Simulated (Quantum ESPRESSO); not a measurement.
Crystal: Al2Cu.

```xyz
3
Lattice="4.1052 0.0000 0.0000 0.0000 4.1052 0.0000 0.0000 0.0000 2.8913" Properties=species:S:1:pos:R:3 pbc="T T T"
Cu    0.0000    0.0000    0.0000
Al    0.0000    2.0526    1.4457
Al    2.0526    0.0000    1.4457
```

The cell comes from a database or a generator and needn't be the stable form of this composition.

```yaml
Program: Quantum ESPRESSO 7.5
Task: single point
Functional: PBEsol
Potentials_or_basis: GBRV 1.5 PBEsol
Cutoff: 762 eV
Density_cutoff: 6095 eV
k_mesh: 7 × 7 × 9
Occupations: fermi-dirac, width 0.05 eV
Spin: no spin polarisation
```

On this cell: pressure -2.5 GPa; largest force under 0.003 eV/Å; band gap on the k mesh none (metal or under the smearing width).

The same run follows on a disturbed copy (atoms moved at random, drawn with an rms of 0.05 Å):

```
Cu Al
1.0
     4.10518    0.00000    0.00000
     0.00000    4.10518    0.00000
     0.00000    0.00000    2.89131
Cu Al
1 2
Direct
  0.99603 0.00616 0.00241
  0.00938 0.49706 0.46823
  0.50601 0.99013 0.49754
```

**Question.** What does the disturbed cell give?

**Answer.** The energy (extrapolated to zero smearing) moves by +8.3 meV/atom; pressure -2.2 GPa; largest force 0.469 eV/Å; band gap on the k mesh none (metal or under the smearing width).

Forces on the atoms (eV/Å):
```
Cu   0.253 -0.237 -0.317
Al  -0.016  0.191  0.295
Al  -0.236  0.046  0.022
```

Stress tensor (GPa, compression positive):
```
-1.95  0.06  0.00
 0.06 -1.52  0.34
 0.00  0.34 -3.16
```
